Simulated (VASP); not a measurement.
## SnSe2: equation of state with PBEsol

SnSe2:

```
Sn Se
1.0
     3.81902    0.00000    0.00000
    -1.90951    3.30737    0.00000
     0.00000    0.00000    6.13545
Sn Se
1 2
Direct
  0.00000 0.00000 0.00000
  0.66667 0.33333 0.74130
  0.33333 0.66667 0.25870
```

- Program: VASP 6.6.1
- Task: equation of state
- Functional: PBEsol
- Potentials or basis: VASP PAW PBE potentials, release 64 (Sn_d, Se)
- Cutoff: 520 eV
- k mesh: 8 × 8 × 4
- Occupations: gaussian, width 0.02 eV
- Spin: no spin polarisation

```yaml
Equilibrium_volume: 25.87 Å³/atom
Bulk_modulus_at_fixed_shape_and_positions: 67 GPa
Pressure_derivative_of_the_bulk_modulus: "4.9 (rough: it moves with the points fitted)"
```

Energy against volume, from the lowest point:
```
volume (Å³/atom)  energy (meV/atom)
          24.799              10.17
          25.315               2.62
          25.832               0.00
          26.349               1.77
          26.865               7.44
```

All runs of the series together: 4.3 min on 1 thread of Intel(R) Xeon(R) Platinum 8259CL CPU @ 2.50GHz (Skylake/Cascade Lake), with other jobs on the host.

Caveat: the cell was scaled at fixed shape and fractional positions, which overstates the stiffness of a crystal with free parameters, most of all of layers and chains; the PAW data sets were made with another functional, which shifts forces and pressure a little; this functional lacks dispersion, which binds the layers, so the pressure and a relaxed spacing across them are unreliable.
